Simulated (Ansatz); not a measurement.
BaTiO3:

```xyz
10
Lattice="-3.8027 -0.0566 -0.0218 -0.0219 -0.0317 -4.1303 -0.1132 -7.9735 -0.0631" Properties=species:S:1:pos:R:3 pbc="T T T"
Ba   -0.2466   -3.9791   -3.7874
Ba   -0.0540   -0.2243   -3.8091
Ti   -1.7732   -1.6800   -2.1731
Ti   -2.0067   -6.1212   -2.0029
O    -1.8588   -1.9453   -0.1906
O    -1.8152   -5.5583   -0.3551
O    -2.1087   -3.6341   -2.2729
O    -2.0275   -0.2908   -2.3182
O    -3.7738   -2.1462   -1.9271
O    -0.1085   -6.6995   -2.1549
```

The cell isn't the ideal one: all atoms moved at random, sigma 0.25 Å a component, cell strained at random, sigma 0.06.

| Quantity | Value |
| --- | --- |
| Program | Ansatz 0.2.0 |
| Task | relaxation of cell and atoms |
| Functional | PBEsol |
| Dispersion | D3(BJ)-ATM |
| Potentials or basis | Ansatz PAW |
| Cutoff | 420 eV (not typed: the program's choice for these potentials) |
| k mesh | 7 × 7 × 4 |
| Occupations | fermi-dirac, width 0.05 eV |
| Spin | no spin polarisation |

At the start: volume 12.52 Å³/atom.

Problem. Where does the relaxation end?

Solution. It ends after 11 steps and the volume is 12.39 Å³/atom (-1.0 %); space group R3m (No. 160, to 0.05 Å).

Step by step:
```csv
step,energy change (eV),largest force (eV/Å),volume (Å³)
1,0.0000,26.3268,125.20
2,-6.1960,10.9150,129.67
3,-8.9289,3.2641,127.90
4,-9.7897,1.3517,127.29
5,-10.0314,0.1172,123.62
6,-10.0380,0.0453,123.98
7,-10.0387,0.0028,123.93
8,-10.0441,0.0033,123.93
9,-10.0452,0.0031,123.96
10,-10.0452,0.0003,123.94
11,-10.0457,0.0003,123.94
```

Final structure:
```yaml
crystal:
  lattice:
    - [-3.95427, -0.00229, -0.00219]
    - [-0.00243, -0.00268, -3.95927]
    - [-0.00470, -7.91624, -0.00495]
  atoms:
    - { symbol: Ba, position: [0.99582, 0.99540, 0.49774] }
    - { symbol: Ba, position: [0.99582, 0.99539, 0.99774] }
    - { symbol: Ti, position: [0.48742, 0.48630, 0.24327] }
    - { symbol: Ti, position: [0.48743, 0.48630, 0.74327] }
    - { symbol: O, position: [0.50433, 0.00886, 0.25229] }
    - { symbol: O, position: [0.50433, 0.00886, 0.75229] }
    - { symbol: O, position: [0.50435, 0.50466, 0.50435] }
    - { symbol: O, position: [0.50435, 0.50466, 0.00434] }
    - { symbol: O, position: [0.00808, 0.50479, 0.25236] }
    - { symbol: O, position: [0.00808, 0.50479, 0.75236] }
```

Caveat: the plane-wave basis is chosen anew once the cell has moved, so the energies of steps on either side of that aren't comparable; the pressure holds a Pulay correction of +0.6 GPa for the finite cutoff; the PAW data sets come from PBE, with cores solved anew for the run's functional, which leaves a small shift of forces and pressure.
